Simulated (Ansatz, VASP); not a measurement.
# ZrC: VASP beside Ansatz

The input INCAR:

```
SYSTEM = ZrC
PREC = Accurate
ENCUT = 520
EDIFF = 1E-6
ISMEAR = 0
SIGMA = 0.1
LREAL = .False.
LASPH = .True.
NELM = 100
ALGO = Normal
ISIF = 2
LWAVE = .False.
LCHARG = .False.
GGA = PE
NBANDS = 15
```

Contents of KPOINTS:

```
Automatic mesh
0
Gamma
  6 6 6
  0 0 0
```

POSCAR

```
ZrC
1.0
    0.0000000000      2.3650000000      2.3650000000
    2.3650000000      0.0000000000      2.3650000000
    2.3650000000      2.3650000000      0.0000000000
Zr C
1 1
Direct
    0.5000000000      0.5000000000      0.5000000000
    0.0000000000      0.0000000000      0.0000000000
```

Input for Ansatz:

```yaml
crystal:
  lattice:
    - [0.0, 2.365, 2.365]
    - [2.365, 0.0, 2.365]
    - [2.365, 2.365, 0.0]
  atoms:
    - { symbol: Zr, position: [0.5, 0.5, 0.5] }
    - { symbol: C, position: [0.0, 0.0, 0.0] }
basis:
  ecutwfc: 420
kpoints:
  mp_grid: { grid: [6, 6, 6] }
hamiltonian:
  xc: pbe
scf:
  occupations: { method: gaussian, width: 0.1 }
output:
  forces: true
  stress: true
  eigenvalues: true
```

Alike in both runs: task single point; functional PBE; k mesh 6 × 6 × 6; occupations gaussian, width 0.1 eV; no spin polarisation.

```csv
,VASP,Ansatz
version,VASP 6.6.1,Ansatz 0.2.0
potentials or method,"VASP PAW PBE potentials, release 64 (Zr_sv, C)","scalar-relativistic, plane waves, PAW"
plane-wave cutoff (eV),520,420
valence electrons in the cell,16,16
```

Ansatz gave:

- gap on the k mesh at the Fermi level (eV): none
- pressure (GPa): -2.9

Problem. Which values does VASP return?

Solution. gap on the k mesh at the Fermi level (eV): none; pressure (GPa): -2.6.

A gap of «none» marks a metal or a gap that the smearing closes. With one functional, cell and mesh, what is left measures potentials, basis and numerics.

Caveats: the k mesh is coarse (spacing up to 0.38 Å⁻¹), so the values aren't converged.
